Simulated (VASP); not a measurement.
Write the native input for VASP 6.6.1 that does the following.

```yaml
Task: single point
Functional: LDA
Potentials_or_basis: VASP PAW LDA potentials, release 64 (Be, C)
Cutoff: 520 eV
k_mesh: 12 × 12 × 12
Occupations: gaussian, width 0.02 eV
Spin: no spin polarisation
Dipole_correction: no
Further_INCAR_settings: ALGO = Normal; EDIFF = 1e-06; NBANDS = 11
```

The structure of Be2C lies in POSCAR:

```
Be2C
1.0
    0.0000000000      2.1341359439      2.1341359439
    2.1341359439      0.0000000000      2.1341359439
    2.1341359439      2.1341359439      0.0000000000
Be C
2 1
Direct
    0.2500000000      0.2500000000      0.2500000000
    0.7500000000      0.7500000000      0.7500000000
    0.0000000000      0.0000000000      0.0000000000
```

These files were run (other wordings do the same):

INCAR

```
ALGO     = Normal         # electronic algorithm
EDIFF    = 1E-6           # SCF threshold, eV
ENCUT    = 520            # plane-wave cutoff, eV
GGA      = CA             # functional
ISIF     = 2              # what is computed and relaxed
ISMEAR   = 0              # smearing method
LASPH    = T              # aspherical terms in the spheres
LCHARG   = F              # write CHGCAR
LREAL    = F              # projectors in reciprocal space
LWAVE    = F              # write WAVECAR
NBANDS   = 11             # bands
NELM     = 80             # most SCF steps
PREC     = Accurate       # precision mode
SIGMA    = 0.02           # smearing width, eV
```

KPOINTS

```
k-points
0
Gamma
  12 12 12
```

Potentials or basis: VASP PAW LDA potentials, release 64 (Be, C).

The run is started by

```sh
$ cat potpaw_LDA.64/Be/POTCAR potpaw_LDA.64/C/POTCAR > POTCAR
$ mpirun -np 1 vasp_std > vasp.out
```

Results of the run:

- Pressure: 0.6 GPa
- Band gap on the k mesh: 1.20 eV, indirect (least direct gap 4.10 eV)

Wall time 9.2 s on 1 thread of AMD EPYC 9R45 96-Core Processor (Zen 5) (shared host), peak memory 0.1 GiB.
